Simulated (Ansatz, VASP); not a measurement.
## S in VASP and in Ansatz

```
S
1.0
     0.00000    2.59240    2.59240
     2.59240    0.00000    2.59240
     2.59240    2.59240    0.00000
S
2
Direct
  0.87500 0.87500 0.87500
  0.12500 0.12500 0.12500
```

Change from the starting cell: volume scaled by 0.76, LAPW.

Alike in both runs: task single point; functional PBEsol; k mesh 13 × 13 × 13; occupations fermi-dirac, width 0.05 eV; no spin polarisation.

|  | VASP | Ansatz |
| --- | --- | --- |
| version | VASP 6.6.1 | Ansatz 0.2.0 |
| potentials or method | VASP PAW PBE potentials, release 64 (S), cutoff 520 eV | all-electron LAPW, scalar-relativistic |

VASP gave:

```
pressure (GPa) : 20.8
```

Problem. Which values does Ansatz return?

Solution. Pressure (GPa): 20.6.

Ansatz ran all-electron here, so the differences hold the error of VASP's frozen core and of both bases.

Caveats: so large a pressure means that the cell lies far from this level's equilibrium, or that cutoff or potentials fall short (VASP); the potentials were made for another functional, which shifts forces and pressure (VASP).
